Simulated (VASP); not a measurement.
A run of VASP 6.6.1:

File run.py:

```python
from ase.calculators.vasp import Vasp
from ase.io import read
from ase.optimize import FIRE

atoms = read('POSCAR')
calc = Vasp(
    directory='calc',
    xc='r2scan',
    pp='PBE',
    setups='recommended',
    prec='Accurate',
    encut=520,
    ediff=1e-06,
    ismear=1,
    sigma=0.1,
    lreal=False,
    lasph=True,
    nelm=100,
    algo='Normal',
    isif=2,
    lwave=False,
    lcharg=False,
    lmixtau=True,
    kpts=[7, 7, 7],
    gamma=True,
)
atoms.calc = calc
opt = FIRE(atoms, trajectory='relax.traj')
converged = opt.run(fmax=0.005, steps=40)
print('converged:', converged)

print('energy (eV):', atoms.get_potential_energy())
print('free energy (eV):', atoms.get_potential_energy(force_consistent=True))
print('forces (eV/A):')
print(atoms.get_forces())
print('stress (eV/A^3, Voigt):', atoms.get_stress())
print('Fermi level (eV):', calc.get_fermi_level())
print('cell (A, degrees):', atoms.cell.cellpar())
print('volume (A^3):', atoms.get_volume())
print('scaled positions:')
print(atoms.get_scaled_positions())
```

File POSCAR:

```
Hf
1.0
    0.0007870000      2.2052220000      2.1829960000
    2.2206890000      0.0045470000      2.1792350000
    2.2610000000      2.2417730000     -0.0357630000
Hf
1
Direct
    0.0192040000     -0.0116760000     -0.0101300000
```

Potentials or basis: VASP PAW PBE potentials, release 64 (Hf_pv).

Command:

```console
$ python run.py
```

Hardware: 1 thread of Intel(R) Xeon(R) Platinum 8259CL CPU @ 2.50GHz (Skylake/Cascade Lake), on a shared host.

Problem. How long does it take, and how much memory?

Solution. Run time: 110 s on 1 thread of Intel(R) Xeon(R) Platinum 8259CL CPU @ 2.50GHz (Skylake/Cascade Lake) (shared host), peak memory 0.17 GiB. Counts: scf iterations 16, k points 172, ion steps 1.
